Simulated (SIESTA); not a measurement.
Runs of SIESTA 5.4.2 on GaN. It takes space group P6_3mc (No. 186, hexagonal). The conventional cell has a = 3.180 Å, b = 3.180 Å, c = 5.166 Å, α = 90.00°, β = 90.00°, γ = 120.00°. Ga (site symmetry 3m) has 4 N at 1.94 to 1.95 Å as nearest neighbours. N (site symmetry 3m) is surrounded by 4 Ga at 1.94 to 1.95 Å. 

```tsv
level	gap on the mesh (eV)	pressure (GPa)	largest force (eV/Å)
vdW-DF-cx	2.02	(b)	0.13
BLYP	(c)	15.8	0.12
RPBE	2.16	(a)	0.14
PBE	2.06	10.0	0.13
```

Alike in all rows: task band structure; potentials or basis PseudoDojo 0.4 standard (PBE files), DZP (energy shift 0.003 Ry; two zetas on semicore shells); no spin polarisation; cell as given; k mesh 10 × 10 × 5; smearing fermi-dirac 0.05 eV; grid cutoff 800 Ry; energy shift 0.003 Ry.

Problem. Estimate the missing entries.

Solution. (a) 14.1; (b) 6.3; (c) 2.12.

Caveats: the basis of atomic orbitals isn't converged, which shifts pressures, moduli and gaps; the potentials were made for another functional, which shifts forces and pressure (some runs); so large a pressure means that the cell lies far from this level's equilibrium, or that cutoff or potentials fall short (some runs).

A k mesh can miss the band edges, and the runs leave out spin-orbit coupling on Ga.
